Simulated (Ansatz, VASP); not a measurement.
# One calculation of Cu4O, two programs

```xyz
5
Lattice="-2.4861 2.4861 2.4861 2.4861 -2.4861 2.4861 2.4861 2.4861 -2.4861" Properties=species:S:1:pos:R:3 pbc="T T T"
Cu    1.2430    1.2430   -1.2430
Cu    1.2430   -1.2430    1.2430
Cu   -1.2430    1.2430    1.2430
Cu    1.2430    1.2430    1.2430
O     0.0000    0.0000    0.0000
```

Change from the starting cell: species swapped into the CrGa4 type (Im-3m, No. 229).

Alike in both runs: task single point; functional PBE; k mesh 6 × 6 × 6; occupations gaussian, width 0.1 eV; collinear spin.

|  | VASP | Ansatz |
| --- | --- | --- |
| version | VASP 6.6.1 | Ansatz 0.2.0 |
| potentials or method | VASP PAW PBE potentials, release 64 (Cu, O) | scalar-relativistic, plane waves, PAW |
| plane-wave cutoff (eV) | 520 | 420 |
| valence electrons in the cell | 50 | 82 |

|  | VASP | Ansatz | Ansatz less VASP |
| --- | --- | --- | --- |
| gap on the k mesh at the Fermi level (eV) | none | none | - |
| pressure (GPa) | 5.8 | 5.5 | -0.30 |
| net moment per atom (μB) | 0.00 | 0.00 | 0.000 |

A gap of «none» marks a metal or a gap that the smearing closes. The two sets of potentials don't hold the same shells in valence. Ansatz warned: «seeded_moment_not_kept».

Caveats: semilocal functionals often make such compounds metallic where correlation or magnetic order opens a gap, which also shifts bond lengths.
